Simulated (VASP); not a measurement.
PbS (strained rocksalt), r²SCAN single-point calculation: Ansatz's output and VASP's

```xyz
2
Lattice="0.0000 2.9275 3.0017 2.9275 0.0000 3.0017 2.9275 2.9275 0.0000" Properties=species:S:1:pos:R:3 pbc="T T T"
Pb    0.0000    0.0000    0.0000
S     2.9275    2.9275    3.0017
```

Ansatz printed

```
SCF 1 converged in 6 iterations: F = -12827.980675 eV  dr2 = 6.98e-8
  greatest PAW one-centre occupation: 0.981 electrons in one spin orbital (limit 2), on the Pb atom at site 0 (counted from 0), in its partial waves of l = 2
NSCF: frozen V_eff on 7 k-points
SCF converged after 6 iterations
Free energy (F): -12827.980675 eV
Harris-Foulkes:  -12827.980675 eV  (|F-HF|=3.60e-8)
Internal energy: -12827.980675 eV  (E = F + TS)
E sigma→0 (E₀):  -12827.980675 eV
Fermi energy:    8.603536 eV
--- Per-component energies (eV) ---
  E_band       = -63.161803
  E_kinetic    = 393.570677
  E_local      = -1213.362860  (includes V_loc(G=0)·N_el)
  E_nonlocal   = 379.173905
  E_hartree    = 473.332146
  E_xc         = -301.099067
  E_vxc        = -240.644695  (∫ρ·V_xc dr)
  E_paw        = -11040.306927  (= ΣΔE_a)
  E_vpaw       = -343.456992  (= ΣTr[D̂ρ^β])
  E_aug_tail   = 0.000019  (compensation charges beyond the density's cutoff)
  E_vtau       = 14.895501  (kinetic-family band-sum trace: ∫τ·v_τ [+ j·A + Jᵃ·Aᵃ] dr)
  E_ewald      = -1520.144304
  E_core_change = 0.855736  (= ΣΔE_core)
  E_smearing   = -0.000000  (= −TS)
  E_closure    = 0.000000  (closes the sum)
  Σ components = -12827.980675   (vs F -12827.980675, Δ=0.00e0)
--- Forces (eV/Å), atoms counted from 1 ---
  atom   1  Pb    -0.00000000     0.00000000     0.00000000
  atom   2  S      0.00000000     0.00000000     0.00000000
  max |Σ_I F_I| component: 5.52e-30 eV/Å
--- Stress (GPa, compression-positive) ---
        3.466722       0.000000       0.000000
        0.000000       3.466722       0.000000
        0.000000       0.000000       0.041109
  P = ⅓ Tr σ = 2.3249 GPa (23.249 kbar)
--- Band table (eV; the first three rows and the last of 59) ---
  k-point 0: bands = ["-8.9720", "-8.9720", "-8.9667", "-8.9602", "-8.9416", "-5.7963", "2.5016", "6.0716", "6.0716", "6.2771", "13.7713", "14.3607", "14.3607", "15.5199"]
  k-point 1: bands = ["-8.9713", "-8.9682", "-8.9666", "-8.9575", "-8.9446", "-5.6575", "1.9616", "6.1294", "6.2328", "6.5748", "12.7375", "13.2760", "13.4824", "15.5897"]
  k-point 2: bands = ["-8.9784", "-8.9699", "-8.9686", "-8.9408", "-8.9400", "-5.2729", "0.8626", "6.2891", "6.3430", "7.3476", "11.1256", "11.9449", "12.1541", "15.7868"]
  k-point 58: bands = ["-9.1345", "-8.9913", "-8.9175", "-8.9116", "-8.9116", "-4.1189", "1.2885", "3.0727", "4.8686", "4.8686", "12.7005", "14.4123", "14.8106", "14.8106"]
```

Datasets and cutoffs are each program's own. VASP's cell holds 20 valence electrons and Ansatz's 20. Ansatz's stress includes a Pulay correction; VASP's doesn't.

**Question.** What does VASP give for the same cell and level of theory?

**Answer.** gap between bands v and c 0.55 eV; least direct gap 0.55 eV; pressure 2.3 GPa.

From OUTCAR

```
k-points           NKPTS =     59   k-points in BZ     NKDIM =     59   number of bands    NBANDS=     17

   NELECT =      20.0000    total number of electrons

   dimension x,y,z NGX =    32 NGY =   32 NGZ =   32
   dimension x,y,z NGXF=    64 NGYF=   64 NGZF=   64

  energy-cutoff  :      520.00
  volume of cell :       51.45
      direct lattice vectors                 reciprocal lattice vectors
     0.000000000  2.927488023  3.001701012    -0.170794892  0.170794892  0.166572220
     2.927488023  0.000000000  3.001701012     0.170794892 -0.170794892  0.166572220
     2.927488023  2.927488023  0.000000000     0.170794892  0.170794892 -0.166572220

 k-points in reciprocal lattice and weights: KPOINTS created by Atomic Simulation Env
   0.00000000  0.00000000  0.00000000       0.002
   0.12500000  0.00000000  0.00000000       0.016
   0.25000000  0.00000000  0.00000000       0.016
   0.37500000  0.00000000  0.00000000       0.016
   0.50000000  0.00000000  0.00000000       0.008
   0.12500000  0.12500000  0.00000000       0.004
   0.25000000  0.12500000  0.00000000       0.016
   0.37500000  0.12500000  0.00000000       0.016
   ...

 E-fermi :   6.0025

 k-point     1 :       0.0000    0.0000    0.0000
  band No.  band energies     occupation
      1     -11.5874      2.00000
      2     -11.5874      2.00000
      3     -11.5811      2.00000
      4     -11.5809      2.00000
      5     -11.5614      2.00000
      6      -8.4604      2.00000
      7      -0.1783      2.00000
      8       3.4115      2.00000
      9       3.4115      2.00000
     10       3.6164      2.00000
     11      11.1048      0.00000
     12      11.6944      0.00000
     13      11.6944      0.00000
     14      12.8924      0.00000
     15      13.0424      0.00000
     16      13.0424      0.00000
     17      14.9293      0.00000

 k-point     2 :       0.1250    0.0000    0.0000
  band No.  band energies     occupation
      1     -11.5875      2.00000
      2     -11.5842      2.00000
      3     -11.5838      2.00000
      4     -11.5741      2.00000
      5     -11.5642      2.00000
      6      -8.3215      2.00000
      7      -0.7160      2.00000
      8       3.4692      2.00000
      9       3.5722      2.00000
     10       3.9115      2.00000
     11      10.0749      0.00000
     12      10.6154      0.00000
     13      10.8222      0.00000
     14      12.9484      0.00000
     15      13.3473      0.00000
     16      13.4170      0.00000
     17      16.0763      0.00000

 k-point     3 :       0.2500    0.0000    0.0000
  band No.  band energies     occupation
      1     -11.5976      2.00000
      2     -11.5876      2.00000
      3     -11.5839      2.00000
      4     -11.5582      2.00000
      5     -11.5559      2.00000
      6      -7.9364      2.00000
      7      -1.8127      2.00000
      8       3.6286      2.00000
      9       3.6821      2.00000
     10       4.6804      2.00000
     11       8.4625      0.00000
     12       9.2852      0.00000
     13       9.4951      0.00000
     14      13.1410      0.00000
     15      14.2640      0.00000
     16      14.2706      0.00000
     17      18.1257      0.00000

 k-point     4 :       0.3750    0.0000    0.0000
  band No.  band energies     occupation
      1     -11.6088      2.00000
      2     -11.5992      2.00000
      3     -11.5833      2.00000
      4     -11.5443      2.00000
      5     -11.5374      2.00000
      6      -7.4392      2.00000
      7      -2.8533      2.00000
      8       3.8051      2.00000
      9       3.8280      2.00000
     10       5.4095      2.00000
     11       7.1901      0.00000
     12       8.3281      0.00000
     13       8.4947      0.00000
     14      14.0629      0.00000
     15      15.4993      0.00000
     16      15.5757      0.00000
     17      18.3067      0.00000

 k-point     5 :       0.5000    0.0000    0.0000
  band No.  band energies     occupation
      1     -11.6134      2.00000
      2     -11.6045      2.00000
      3     -11.5832      2.00000
      4     -11.5381      2.00000
      5     -11.5297      2.00000
      6      -7.1734      2.00000
      7      -3.3158      2.00000
      8       3.8666      2.00000
      9       3.9278      2.00000
     10       5.9307      2.00000
     11       6.4778      0.00000
     12       7.9726      0.00000
     13       8.1162      0.00000
     14      15.0775      0.00000
     15      16.4124      0.00000
     16      16.5443      0.00000
     17      16.9956      0.00000

 ...

  Total        1.1104383      1.1104383      0.0063068      0.0000000     -0.0000000      0.0000000
  in kB       34.5793891     34.5793891      0.1963970      0.0000000     -0.0000000      0.0000000
  external PRESSURE =      23.1183917 kB  Pullay stress =       0.0000000 kB

 POSITION                                       TOTAL-FORCE (eV/Angst)
 -----------------------------------------------------------------------------------
      0.00000      0.00000      0.00000         0.000000     -0.000000      0.000000
      2.92749      2.92749      3.00170        -0.000000      0.000000     -0.000000
 -----------------------------------------------------------------------------------
    total drift:                                0.000000     -0.000000     -0.000000

  FREE ENERGIE OF THE ION-ELECTRON SYSTEM (eV)
  ---------------------------------------------------
  free  energy   TOTEN  =       -65.5897882807 eV

  energy  without entropy=      -65.5897882807  energy(sigma->0) =      -65.58978828
```
